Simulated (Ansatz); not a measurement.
Input and output for AgCl (rocksalt type): DFT, r2SCAN, PAW with Ansatz's default frozen-core files, scalar-relativistic (Ansatz 0.2.0). This run: cell relaxed at zero pressure.

The start is a guessed cell of a prototype that needn't be stable.

Command: `ansatz run input.yaml --threads 2 --pin off --max-ram 5120MiB --backend cpu --events-out ev --progress --plain --runs-dir out` It took 21 s on 2 threads of Arm Neoverse V1, with other jobs on the host, peak memory 0.52 GiB.

```yaml
crystal:
  lattice:
    - [0.0, 2.4407333174, 2.4407333174]
    - [2.4407333174, 0.0, 2.4407333174]
    - [2.4407333174, 2.4407333174, 0.0]
  atoms:
    - { symbol: Ag, position: [0.0, 0.0, 0.0] }
    - { symbol: Cl, position: [0.5, 0.5, 0.5] }
kpoints:
  mp_grid: { grid: [14, 14, 14] }
scf:
  occupations: { method: fermi_dirac, width: 0.08 }
hamiltonian:
  xc: r2scan
  pseudopotentials: { kind: paw }
output:
  forces: true
  stress: true
relax:
  f_tol: 0.005
  max_steps: 40
  cell: {}
```

Output:

```
Engine: ansatz 0.2.0
Pseudopotentials: kind: paw
Pseudopotential: Ag, paw, valence charge 19, recommended cutoff 500 eV (meta_gga), Ag.paw.azcp
Pseudopotential: Cl, paw, valence charge 7, recommended cutoff 500 eV (meta_gga), Cl.paw.azcp
Functional definition: r2SCAN
  parameter k0 = 0.174
  parameter k1 = 0.065
  parameter a1 = 4.9479
  exchange = r2scan_x(k0 = k0, k1 = k1, a1 = a1)
  correlation = r2scan_c
Crystal: 2 atoms, lattice volume = 29.080 Å³
Basis set: ecut = 500 eV, 725 PW (Γ), exchange–correlation on 108×108×108 points (64 copies of the dense FFT grid, shifted against one another)
Bands: 17, of which v1, the nominal top of the filled ones, is band 13 counted from 1 (12 counted from 0)
Symmetry: 48 space group operations
Space group: Fm-3m (ITA 225), of the structure as read, at distance tolerance 3.1e-5 Å
k-points: 104 of 2744
Non-local potential: Ag, projectors of the file, l = 0: 3, l = 1: 2, l = 2: 2, l = 3: 1
Non-local potential: Cl, projectors of the file, l = 0: 2, l = 1: 2, l = 2: 2
PAW form: soft (Blöchl's): semilocal exchange-correlation on the pseudo side does not see the compensation charge
PAW frozen core: Ag, regenerated for the run's functional (the file was generated under x = pbe(κ = 0.804, μ = 0.2195149727645171), c = pbe(β = 0.06672455060314922))
PAW frozen core: Cl, regenerated for the run's functional (the file was generated under x = pbe(κ = 0.804, μ = 0.2195149727645171), c = pbe(β = 0.06672455060314922))
PAW one-centre angular grid: Ag, 590 points (default); XC on 160 Gauss nodes
PAW one-centre angular grid: Cl, 302 points (default); XC on 160 Gauss nodes
Initial density: superposition of atomic densities (neutral atoms: chi_scale 0, normalization atom), corrected by the library's trained network
Initial wavefunctions: pseudopotential atomic-orbital guess
Functional: x = r2scan, c = r2scan; τ floored in thin density (d = 2e-4 eV/Å³)
SCF iter   1: F=—  HF=-8687.243125 eV  |F-HF|=—  |Δ(HF+E_count)|=         —  Δρ=7.84e-3  dr2=1.10e-2  dr2_τ=1.27e-2  ethr=1.77e-3  ⟨swp⟩=5.3  Hψ=9011  notcnv=0
preconditioner: auto → none  [insulator: Δε(μ)=1.896 eV  Ē_g=13.855 eV  σ=0.080 eV  W_gap=1.00  n_scr=14 (ndim 8)  ℏωp=29.2 eV  f_vac=0.000  D(μ)=0.00/eV (n_scr^D=0)  ε∞_Penn≈5.4]
SCF iter   2: F=—  HF=-8687.264387 eV  |F-HF|=—  |Δ(HF+E_count)|=   2.13e-2  Δρ=4.53e-3  dr2=2.62e-3  dr2_τ=5.07e-4  ethr=4.22e-5  ⟨swp⟩=2.0  Hψ=3946  notcnv=0
SCF iter   3: F=—  HF=-8687.264487 eV  |F-HF|=—  |Δ(HF+E_count)|=   1.00e-4  Δρ=2.11e-3  dr2=6.56e-4  dr2_τ=6.47e-5  ethr=1.01e-5  ⟨swp⟩=2.4  Hψ=2697  notcnv=0
SCF iter   4: F=—  HF=-8687.264626 eV  |F-HF|=—  |Δ(HF+E_count)|=   1.39e-4  Δρ=2.66e-4  dr2=2.26e-5  dr2_τ=1.73e-6  ethr=2.52e-6  ⟨swp⟩=2.6  Hψ=2745  notcnv=0
SCF iter   5: F=—  HF=-8687.264624 eV  |F-HF|=—  |Δ(HF+E_count)|=   1.64e-6  Δρ=7.19e-5  dr2=9.21e-7  dr2_τ=2.16e-7  ethr=8.71e-8  ⟨swp⟩=2.0  Hψ=2698  notcnv=0
SCF iter   6: F=—  HF=-8687.264624 eV  |F-HF|=—  |Δ(HF+E_count)|=   8.31e-8  Δρ=2.46e-5  dr2=1.58e-7  dr2_τ=1.02e-8  ethr=3.85e-10  ⟨swp⟩=4.0  Hψ=5791  notcnv=0
SCF iter   7: F=-8687.264624 eV  HF=-8687.264624 eV  |F-HF|=9.66e-10  |Δ(HF+E_count)|=   1.62e-9  Δρ=2.90e-6  dr2=2.50e-9  dr2_τ=1.64e-10  ethr=3.85e-10  ⟨swp⟩=4.0  Hψ=5771  notcnv=0
SCF 1 converged in 7 iterations: F = -8687.264624 eV  dr2 = 2.50e-9
  greatest PAW one-centre occupation: 1.003 electrons in one spin orbital (limit 2), on the Ag atom at site 0 (counted from 0), in its partial waves of l = 1
relax step   1: F+E_penalty+E_count = -8687.26462408 eV  Δ(F+E_penalty+E_count) = +0.000e0 eV  max|allowed force component| = 3.418e-30 eV/Å  Δτ_max = 0.0000 Å  P = +51.630 GPa  Ω = 29.080 Å³  (7 SCF iters, dr2 threshold 1.00e-7 eV, accepted)
Crystal: 2 atoms, lattice volume = 33.543 Å³
Basis set: ecut = 500 eV, 869 PW (Γ), exchange–correlation on 108×108×108 points (64 copies of the dense FFT grid, shifted against one another)
Initial density: handed on by an earlier stage of this run
Initial wavefunctions: those handed on with the density
iter 1 solved again at ethr=2.80e-5 eV; its pass at ethr=3.10e-3 eV (dr2=7.27e-3 eV) is discarded
SCF iter   1: F=—  HF=-8687.767500 eV  |F-HF|=—  |Δ(HF+E_count)|=         —  Δρ=6.75e-3  dr2=8.12e-3  dr2_τ=6.46e-1  ethr=2.80e-5  ⟨swp⟩=1.1  Hψ=10142  notcnv=0
automatic band count: iteration 1 solves 16 bands in place of 17: the levels show a gap, and the empty bands left out lie too high to hold charge; the band table lists the bands solved (type scf.n_extra_bands for more)
preconditioner: auto → none  [insulator: Δε(μ)=1.689 eV  Ē_g=12.050 eV  σ=0.080 eV  W_gap=1.00  n_scr=14 (ndim 8)  ℏωp=27.2 eV  f_vac=0.016  D(μ)=0.00/eV (n_scr^D=0)  ε∞_Penn≈6.1]
SCF iter   2: F=—  HF=-8688.249883 eV  |F-HF|=—  |Δ(HF+E_count)|=   4.82e-1  Δρ=5.80e-3  dr2=1.06e-2  dr2_τ=4.93e-4  ethr=2.80e-5  ⟨swp⟩=2.8  Hψ=3454  notcnv=0
SCF iter   3: F=—  HF=-8688.246928 eV  |F-HF|=—  |Δ(HF+E_count)|=   2.96e-3  Δρ=2.54e-3  dr2=2.43e-3  dr2_τ=4.58e-5  ethr=2.80e-5  ⟨swp⟩=2.8  Hψ=3012  notcnv=0
SCF iter   4: F=—  HF=-8688.246269 eV  |F-HF|=—  |Δ(HF+E_count)|=   6.59e-4  Δρ=1.13e-3  dr2=4.52e-4  dr2_τ=1.78e-5  ethr=9.36e-6  ⟨swp⟩=2.7  Hψ=2732  notcnv=0
SCF iter   5: F=—  HF=-8688.246559 eV  |F-HF|=—  |Δ(HF+E_count)|=   2.90e-4  Δρ=1.72e-3  dr2=7.58e-4  dr2_τ=3.45e-5  ethr=1.74e-6  ⟨swp⟩=2.0  Hψ=3012  notcnv=0
SCF iter   6: F=—  HF=-8688.246335 eV  |F-HF|=—  |Δ(HF+E_count)|=   2.24e-4  Δρ=6.02e-4  dr2=9.09e-5  dr2_τ=4.53e-6  ethr=1.74e-6  ⟨swp⟩=2.2  Hψ=2698  notcnv=0
SCF iter   7: F=—  HF=-8688.246326 eV  |F-HF|=—  |Δ(HF+E_count)|=   9.93e-6  Δρ=1.59e-4  dr2=6.49e-6  dr2_τ=2.47e-7  ethr=3.49e-7  ⟨swp⟩=2.9  Hψ=3215  notcnv=0
SCF iter   8: F=—  HF=-8688.246324 eV  |F-HF|=—  |Δ(HF+E_count)|=   1.79e-6  Δρ=4.53e-5  dr2=5.23e-7  dr2_τ=2.04e-8  ethr=2.50e-8  ⟨swp⟩=2.9  Hψ=3180  notcnv=0
SCF iter   9: F=-8688.246324 eV  HF=-8688.246324 eV  |F-HF|=3.62e-8  |Δ(HF+E_count)|=   1.43e-7  Δρ=1.45e-5  dr2=5.37e-8  dr2_τ=2.28e-9  ethr=7.69e-10  ⟨swp⟩=4.0  Hψ=5643  notcnv=0
SCF 2 converged in 9 iterations: F = -8688.246324 eV  dr2 = 5.37e-8
relax step   2: F+E_penalty+E_count = -8688.24632356 eV  Δ(F+E_penalty+E_count) = -9.817e-1 eV  max|allowed force component| = 1.594e-30 eV/Å  Δτ_max = 0.0000 Å  P = +22.390 GPa  Ω = 33.543 Å³  energy of the carried Pulay correction = -1.603e-3 eV  (9 SCF iters, dr2 threshold 2.00e-7 eV, accepted)
Crystal: 2 atoms, lattice volume = 37.993 Å³
[... lines left out ...]
Basis set: ecut = 500 eV, 1067 PW (Γ), exchange–correlation on 120×120×120 points (64 copies of the dense FFT grid, shifted against one another)
Initial wavefunctions: pseudopotential atomic-orbital guess (no wavefunctions were taken with the density)
iter 1 solved again at ethr=3.40e-7 eV; its pass at ethr=3.10e-3 eV (dr2=8.85e-5 eV) is discarded
SCF iter   1: F=—  HF=-8688.746452 eV  |F-HF|=—  |Δ(HF+E_count)|=         —  Δρ=1.24e-3  dr2=1.01e-4  dr2_τ=4.66e-4  ethr=3.40e-7  ⟨swp⟩=3.0  Hψ=13122  notcnv=0
preconditioner: auto → none  [insulator: Δε(μ)=1.474 eV  Ē_g=11.627 eV  σ=0.080 eV  W_gap=1.00  n_scr=14 (ndim 8)  ℏωp=24.1 eV  f_vac=0.036  D(μ)=0.00/eV (n_scr^D=0)  ε∞_Penn≈5.3]
SCF iter   2: F=—  HF=-8688.746765 eV  |F-HF|=—  |Δ(HF+E_count)|=   3.13e-4  Δρ=5.70e-4  dr2=2.24e-5  dr2_τ=3.72e-5  ethr=3.40e-7  ⟨swp⟩=2.0  Hψ=3120  notcnv=0
SCF iter   3: F=—  HF=-8688.746854 eV  |F-HF|=—  |Δ(HF+E_count)|=   8.84e-5  Δρ=2.12e-4  dr2=8.42e-6  dr2_τ=4.10e-6  ethr=8.61e-8  ⟨swp⟩=2.1  Hψ=2583  notcnv=0
SCF iter   4: F=—  HF=-8688.746850 eV  |F-HF|=—  |Δ(HF+E_count)|=   3.72e-6  Δρ=2.72e-5  dr2=6.96e-8  dr2_τ=1.07e-7  ethr=3.24e-8  ⟨swp⟩=2.3  Hψ=2970  notcnv=0
SCF iter   5: F=—  HF=-8688.746855 eV  |F-HF|=—  |Δ(HF+E_count)|=   4.89e-6  Δρ=7.39e-6  dr2=6.76e-9  dr2_τ=7.47e-9  ethr=2.68e-10  ⟨swp⟩=2.2  Hψ=2815  notcnv=0
SCF iter   6: F=—  HF=-8688.746855 eV  |F-HF|=—  |Δ(HF+E_count)|=   1.29e-8  Δρ=5.06e-7  dr2=6.34e-11  dr2_τ=4.68e-11  ethr=2.60e-11  ⟨swp⟩=2.1  Hψ=3098  notcnv=0
SCF iter   7: F=-8688.746855 eV  HF=-8688.746855 eV  |F-HF|=7.28e-12  |Δ(HF+E_count)|=  9.28e-11  Δρ=1.26e-7  dr2=1.81e-12  dr2_τ=1.88e-12  ethr=1.00e-12  ⟨swp⟩=5.1  Hψ=7171  notcnv=0
SCF 6 converged in 7 iterations: F = -8688.746855 eV  dr2 = 1.81e-12
relax step   6: F+E_penalty+E_count = -8688.74685478 eV  Δ(F+E_penalty+E_count) = -7.544e-3 eV  max|allowed force component| = 2.794e-30 eV/Å  Δτ_max = 0.0000 Å  P = -0.023 GPa  Ω = 42.644 Å³  stress off target by 2.31e-2 GPa  SCF on the basis re-selected at this cell (its energy is not comparable with the rows above)  (7 SCF iters)
basis re-selected at this cell: Δ(F+E_penalty+E_count) = -7.544e-3 eV, ΔP = +0.015 GPa vs the last step (what re-selecting the basis moved, of the pressure what is left beyond the Pulay correction that the steps carried, after the strain that the cell walked since its last selection, with what the two solves' SCF thresholds leave and, on support functions, any second-order correction that the steps lacked; it is no measure of the basis error at this ecutwfc). The dense FFT grid was sized anew with the basis: this SCF ran on 30×30×30 points, the steps before it on 27×27×27, so part of this shift can come from that change (see relax.cell in the input reference). This SCF's stress stands 2.31e-2 GPa from its target on what of the cell is left free (relax.cell.stress_tol is 5.00e-2 GPa) and its largest allowed force component is 2.79e-30 eV/Å (relax.f_tol is 5.00e-3 eV/Å): within both
SCF converged after 7 iterations
Free energy (F): -8688.746855 eV
Harris-Foulkes:  -8688.746855 eV  (|F-HF|=7.28e-12)
Internal energy: -8688.746853 eV  (E = F + TS)
E sigma→0 (E₀):  -8688.746854 eV
Entropy (-TS):   -0.000002 eV (-0.001 meV/atom)
Fermi energy:    8.712921 eV
--- Per-component energies (eV) ---
  E_band       = -382.215159
  E_kinetic    = 689.621091
  E_local      = -3215.087538  (includes V_loc(G=0)·N_el)
  E_nonlocal   = 114.254158
  E_hartree    = 1413.156971
  E_xc         = -280.432252
  E_vxc        = -394.103966  (∫ρ·V_xc dr)
  E_paw        = -4592.903252  (= ΣΔE_a)
  E_vpaw       = -428.697795  (= ΣTr[D̂ρ^β])
  E_aug_tail   = 0.000117  (compensation charges beyond the density's cutoff)
  E_vtau       = 25.484830  (kinetic-family band-sum trace: ∫τ·v_τ [+ j·A + Jᵃ·Aᵃ] dr)
  E_ewald      = -2816.710431
  E_core_change = -0.645718  (= ΣΔE_core)
  E_smearing   = -0.000002  (= −TS)
  E_closure    = 0.000000  (closes the sum)
  Σ components = -8688.746855   (vs F -8688.746855, Δ=0.00e0)
--- Forces (eV/Å), atoms counted from 1 ---
  atom   1  Ag    -0.00000000     0.00000000     0.00000000
  atom   2  Cl     0.00000000    -0.00000000     0.00000000
  max |Σ_I F_I| component: 3.88e-30 eV/Å
--- Stress (GPa, compression-positive) ---
       -0.023057      -0.000000      -0.000000
       -0.000000      -0.023057      -0.000000
       -0.000000      -0.000000      -0.023057
  P = ⅓ Tr σ = -0.0231 GPa (-0.231 kbar)
--- Relaxed structure (5 steps of the walk, 5 accepted, 1 SCFs on fresh bases) ---
  F+E_penalty+E_count = -8688.74685478 eV   max|allowed force component| = 2.794e-30 eV/Å   (the final SCF, on the basis selected at the relaxed cell)
  cell:  # Å, volume = 42.6437 Å³
    - [1.9414163612428856e-33, 2.77294827634269, 2.77294827634269]
    - [2.77294827634269, -4.137601322608899e-33, 2.77294827634269]
    - [2.77294827634269, 2.77294827634269, -8.666113215323205e-34]
  atoms:
    - { symbol: Ag, position: [7.397610013330834e-36, -4.9317400088897146e-36, -1.150739335406703e-35] }
    - { symbol: Cl, position: [0.5, 0.5, 0.5] }
```

Next run (rocksalt relaxed under pressure), as changes to the input before:

```diff
   lattice:
-    - [0.0, 2.4407333174, 2.4407333174]
-    - [2.4407333174, 0.0, 2.4407333174]
-    - [2.4407333174, 2.4407333174, 0.0]
+    - [0.0, 2.4044973385, 2.4044973385]
+    - [2.4044973385, 0.0, 2.4044973385]
+    - [2.4044973385, 2.4044973385, 0.0]
   atoms:
 kpoints:
-  mp_grid: { grid: [14, 14, 14] }
+  mp_grid: { grid: [16, 16, 16] }
 scf:
   stress: true
+  eigenvalues: true
+  write_density: true
+  write_potential: true
+  elf: true
+  volumetric_format: npy
 relax:
   max_steps: 40
-  cell: {}
+  cell: { p_target: 65.0, stress_tol: 0.033 }
```

Results part of the output:

```
basis re-selected at this cell: Δ(F+E_penalty+E_count) = +1.098e-5 eV, ΔP = -0.001 GPa vs the last step (what re-selecting the basis moved, of the pressure what is left beyond the Pulay correction that the steps carried, after the strain that the cell walked since its last selection, with what the two solves' SCF thresholds leave and, on support functions, any second-order correction that the steps lacked; it is no measure of the basis error at this ecutwfc). This SCF's stress stands 1.03e-4 GPa from its target on what of the cell is left free (relax.cell.stress_tol is 3.30e-2 GPa) and its largest allowed force component is 2.04e-30 eV/Å (relax.f_tol is 5.00e-3 eV/Å): within both
SCF converged after 5 iterations
Free energy (F): -8686.791560 eV
Harris-Foulkes:  -8686.791560 eV  (|F-HF|=1.82e-12)
Internal energy: -8686.791559 eV  (E = F + TS)
E sigma→0 (E₀):  -8686.791559 eV
Entropy (-TS):   -0.000000 eV (-0.000 meV/atom)
Fermi energy:    18.091370 eV
--- Per-component energies (eV) ---
  E_band       = -205.711175
  E_kinetic    = 704.510610
  E_local      = -2532.942434  (includes V_loc(G=0)·N_el)
  E_nonlocal   = 114.431458
  E_hartree    = 1156.865417
  E_xc         = -286.811448
  E_vxc        = -402.981360  (∫ρ·V_xc dr)
  E_paw        = -4592.738541  (= ΣΔE_a)
  E_vpaw       = -427.939989  (= ΣTr[D̂ρ^β])
  E_aug_tail   = 0.000088  (compensation charges beyond the density's cutoff)
  E_vtau       = 25.479646  (kinetic-family band-sum trace: ∫τ·v_τ [+ j·A + Jᵃ·Aᵃ] dr)
  E_ewald      = -3249.460992
  E_core_change = -0.645718  (= ΣΔE_core)
  E_smearing   = -0.000000  (= −TS)
  E_closure    = 0.000000  (closes the sum)
  Σ components = -8686.791560   (vs F -8686.791560, Δ=0.00e0)
--- Forces (eV/Å), atoms counted from 1 ---
  atom   1  Ag    -0.00000000     0.00000000    -0.00000000
  atom   2  Cl     0.00000000    -0.00000000     0.00000000
  max |Σ_I F_I| component: 3.81e-30 eV/Å
--- Stress (GPa, compression-positive) ---
       64.999897       0.000000       0.000000
        0.000000      64.999897       0.000000
        0.000000       0.000000      64.999897
  P = ⅓ Tr σ = 64.9999 GPa (649.999 kbar)
--- Band table (eV; the first three rows and the last of 145) ---
  k-point 0: bands = ["-77.1998", "-39.9043", "-39.9043", "-39.9043", "-2.6584", "11.7931", "11.7931", "11.7931", "11.8796", "11.8796", "12.4563", "12.4563", "12.4563", "19.0938", "27.8347", "27.8347", "27.8347"]
  k-point 1: bands = ["-77.1997", "-39.9054", "-39.9044", "-39.9044", "-2.6154", "11.4001", "11.4001", "11.4912", "11.8372", "11.8372", "12.5408", "12.9739", "12.9739", "19.3514", "27.1687", "27.7900", "27.7900"]
  k-point 2: bands = ["-77.1996", "-39.9084", "-39.9048", "-39.9048", "-2.4897", "10.7885", "10.7885", "10.8106", "11.9329", "11.9329", "12.6683", "13.7292", "13.7292", "20.0037", "26.2258", "27.5887", "27.5887"]
  k-point 144: bands = ["-77.1977", "-39.9219", "-39.9219", "-39.9151", "-1.2864", "8.9374", "9.1405", "9.1405", "12.9365", "12.9365", "13.0787", "13.4878", "14.3013", "22.4366", "25.0748", "25.0748", "25.9250"]
--- Relaxed structure (3 steps of the walk, 3 accepted, 1 SCFs on fresh bases) ---
  F+E_penalty+E_count = -8686.79155951 eV   max|allowed force component| = 2.038e-30 eV/Å   (the final SCF, on the basis selected at the relaxed cell)
  cell:  # Å, volume = 27.7746 Å³
    - [8.534748155100114e-34, 2.4036578228090737, 2.4036578228090737]
    - [2.4036578228090737, 6.369215041119448e-36, 2.4036578228090737]
    - [2.4036578228090737, 2.4036578228090737, 4.0126054759052775e-34]
  atoms:
    - { symbol: Ag, position: [2.346591444979945e-37, -1.0429295311132906e-37, -2.085859062208796e-37] }
    - { symbol: Cl, position: [0.5, 0.5, 0.5] }
```

Next run (CsCl relaxed under pressure), as changes to the input before:

```diff
   lattice:
-    - [0.0, 2.4044973385, 2.4044973385]
-    - [2.4044973385, 0.0, 2.4044973385]
-    - [2.4044973385, 2.4044973385, 0.0]
+    - [2.9984945548, 0.0, 0.0]
+    - [0.0, 2.9984945548, 0.0]
+    - [0.0, 0.0, 2.9984945548]
   atoms:
 kpoints:
-  mp_grid: { grid: [16, 16, 16] }
+  mp_grid: { grid: [15, 15, 15] }
 scf:
```

Results part of the output:

```
basis re-selected at this cell: Δ(F+E_penalty+E_count) = +3.382e-4 eV, ΔP = -0.014 GPa vs the last step (what re-selecting the basis moved, of the pressure what is left beyond the Pulay correction that the steps carried, after the strain that the cell walked since its last selection, with what the two solves' SCF thresholds leave and, on support functions, any second-order correction that the steps lacked; it is no measure of the basis error at this ecutwfc). This SCF's stress stands 1.66e-2 GPa from its target on what of the cell is left free (relax.cell.stress_tol is 3.30e-2 GPa) and its largest allowed force component is 5.26e-31 eV/Å (relax.f_tol is 5.00e-3 eV/Å): within both
SCF converged after 6 iterations
Free energy (F): -8686.755617 eV
Harris-Foulkes:  -8686.755617 eV  (|F-HF|=1.82e-12)
Internal energy: -8686.755617 eV  (E = F + TS)
E sigma→0 (E₀):  -8686.755617 eV
Entropy (-TS):   -0.000000 eV (-0.000 meV/atom)
Fermi energy:    18.763447 eV
--- Per-component energies (eV) ---
  E_band       = -173.414147
  E_kinetic    = 704.018678
  E_local      = -2386.647911  (includes V_loc(G=0)·N_el)
  E_nonlocal   = 114.838497
  E_hartree    = 1099.682830
  E_xc         = -286.741981
  E_vxc        = -402.447617  (∫ρ·V_xc dr)
  E_paw        = -4592.656581  (= ΣΔE_a)
  E_vpaw       = -427.781992  (= ΣTr[D̂ρ^β])
  E_aug_tail   = 0.000068  (compensation charges beyond the density's cutoff)
  E_vtau       = 25.240500  (kinetic-family band-sum trace: ∫τ·v_τ [+ j·A + Jᵃ·Aᵃ] dr)
  E_ewald      = -3338.603500
  E_core_change = -0.645718  (= ΣΔE_core)
  E_smearing   = -0.000000  (= −TS)
  E_closure    = 0.000000  (closes the sum)
  Σ components = -8686.755617   (vs F -8686.755617, Δ=0.00e0)
--- Forces (eV/Å), atoms counted from 1 ---
  atom   1  Ag     0.00000000     0.00000000    -0.00000000
  atom   2  Cl     0.00000000     0.00000000     0.00000000
  max |Σ_I F_I| component: 1.58e-30 eV/Å
--- Stress (GPa, compression-positive) ---
       64.983414       0.000000       0.000000
        0.000000      64.983414      -0.000000
        0.000000      -0.000000      64.983414
  P = ⅓ Tr σ = 64.9834 GPa (649.834 kbar)
--- Band table (eV; the first three rows and the last of 120) ---
  k-point 0: bands = ["-76.1702", "-38.8437", "-38.8437", "-38.8437", "-1.4469", "11.8894", "11.8894", "14.0955", "14.0955", "14.0955", "14.2053", "14.2053", "14.2053", "19.6629", "26.5119", "26.5119", "34.7918"]
  k-point 1: bands = ["-76.1700", "-38.8467", "-38.8435", "-38.8435", "-1.3996", "11.8095", "11.9070", "13.6208", "13.6208", "14.0168", "14.1021", "14.7153", "14.7153", "19.9478", "26.4507", "26.6786", "33.8081"]
  k-point 2: bands = ["-76.1695", "-38.8552", "-38.8427", "-38.8427", "-1.2615", "11.4555", "11.9571", "13.1430", "13.1430", "13.7506", "14.1209", "15.2969", "15.2969", "20.6039", "26.2774", "27.1480", "32.3438"]
  k-point 119: bands = ["-76.1580", "-38.8979", "-38.8979", "-38.8979", "1.7898", "8.9915", "8.9915", "9.0786", "14.8440", "14.8440", "17.0089", "17.2509", "17.2509", "21.1532", "21.1801", "21.1801", "27.9104"]
--- Relaxed structure (4 steps of the walk, 4 accepted, 1 SCFs on fresh bases) ---
  F+E_penalty+E_count = -8686.75561715 eV   max|allowed force component| = 5.259e-31 eV/Å   (the final SCF, on the basis selected at the relaxed cell)
  cell:  # Å, volume = 26.1638 Å³
    - [2.968704104056496, 1.8456828633711013e-34, 1.8858064038791684e-34]
    - [-7.222237291452138e-35, 2.968704104056496, -3.209883240645393e-35]
    - [1.8858064038791684e-34, -3.209883240645393e-35, 2.968704104056496]
  atoms:
    - { symbol: Ag, position: [-3.3453071011691547e-37, -1.003592130353599e-36, 6.690614202357326e-37] }
    - { symbol: Cl, position: [0.5, 0.5, 0.5] }
```

The PAW files were made under PBE.
